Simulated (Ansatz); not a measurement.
**CdTe in Ansatz: the effect of functional**

Crystal: CdTe.

```
Te Cd
1.0
     0.00000    3.20500    3.20500
     3.20500    0.00000    3.20500
     3.20500    3.20500    0.00000
Te Cd
1 1
Direct
  0.75000 0.75000 0.75000
  0.00000 0.00000 0.00000
```

Alike in all runs:

* Program: Ansatz 0.2.0
* Task: single point
* Potentials or basis: all-electron PAW datasets made for the crystal
* k mesh: 6 × 6 × 6
* Occupations: fermi-dirac, width 0.05 eV
* Spin: no spin polarisation

```tsv
functional	cutoff	gap on the mesh (eV)	pressure (GPa)
PBE	240 eV (chosen from the basis error)	?	?
HSE06	270 eV (chosen from the basis error)	1.75	3.3
PBE0	270 eV (chosen from the basis error)	2.35	3.2
```

Task: What does the run with functional PBE give?

Result: gap on the mesh 0.87 eV; pressure 4.3 GPa.

Caveats: spin-orbit coupling is left out, which moves the levels of the heavy elements.

The runs don't all hold the same shells in valence.
